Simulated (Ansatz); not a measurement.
Working through cell relaxations under several functionals of CdSe, space group P6_3mc

With Ansatz 0.2.0, Python API.

Run as a notebook:

In [1]:
```python
import ansatz as az
import numpy as np
```

In [2]:
```python
def edges_and_angles(cell):
    cell = np.asarray(cell)
    a, b, c = np.linalg.norm(cell, axis=1)
    cosines = cell[1] @ cell[2] / (b * c), cell[0] @ cell[2] / (a * c), cell[0] @ cell[1] / (a * b)
    return (a, b, c, *np.degrees(np.arccos(cosines)))
```

In [3]:
```python
vectors = np.array([
    [4.3, 0.0, 0.0],
    [-2.15, 3.723909, 0.0],
    [0.0, 0.0, 7.02],
])
xtal = (
    az.Lattice.of(vectors)
    .atom("Cd", [1 / 3, 2 / 3, 0.0])
    .atom("Cd", [2 / 3, 1 / 3, 0.5])
    .atom("Se", [1 / 3, 2 / 3, 0.385])
    .atom("Se", [2 / 3, 1 / 3, 0.885])
)

xtal.resolved().sites[-1]
```
Out [3]:
```text
Site(symbol='Se', position=(0.6666666666666666, 0.3333333333333333, 0.885), moment=None, axis=None, held=None, saved=None)
```

In [4]:
```python
calc = (
    xtal.calculation()
    .kpoints(6, 6, 4, center="gamma")
    .basis(450)
    .occupations(az.OccupationsMethod.FIXED)
    .relax(cell=True)
)
```

In [5]:
```python
levels = [("rpbe", "none"), ("pbesol", "none"), ("lda", "none")]
print("level            a       b       c    alpha   beta  gamma  V/atom  steps")
for name, dispersion in levels:
    seen = []
    run = calc.functional(name, dispersion=dispersion).session().plan()
    res = run.execute(on_event=lambda e: seen.append(e) if e["event"] == "relax_step" else None)
    cell = res.lattice.cell_ang
    label = name if dispersion == "none" else f"{name}+{dispersion}"
    print("{:13s} {:7.4f} {:7.4f} {:7.4f} {:6.2f} {:6.2f} {:6.2f}".format(label, *edges_and_angles(cell)), f"{abs(np.linalg.det(cell)) / len(res.lattice.sites):7.3f} {len(seen):5d}")
```
```text
level            a       b       c    alpha   beta  gamma  V/atom  steps
rpbe           4.4448  4.4448  7.2541  90.00  90.00 120.00  31.028     5
pbesol         4.3020  4.3020  7.0196  90.00  90.00 120.00  28.127     5
lda            4.2490  4.2490  6.9383  90.00  90.00 120.00  27.121     5
```

From smallest to largest: LDA (27.12 Å³ an atom, -3.5 % against the start), PBEsol (28.13 Å³ an atom, +0.1 % against the start) and RPBE (31.03 Å³ an atom, +10.4 % against the start). The spread is 14.4 % in volume.

What to keep in mind:
- Of the deposited cell: the entry's cell lengths or inner coordinates differ somewhat from later room-temperature determinations.
- The structure is a deposited one; some such entries were measured under pressure or heat, so a shift against it needn't be the functional's error alone.
- Run time: 2.1 min on 1 thread of Arm Neoverse V2, on a shared host, peak memory 0.48 GiB.
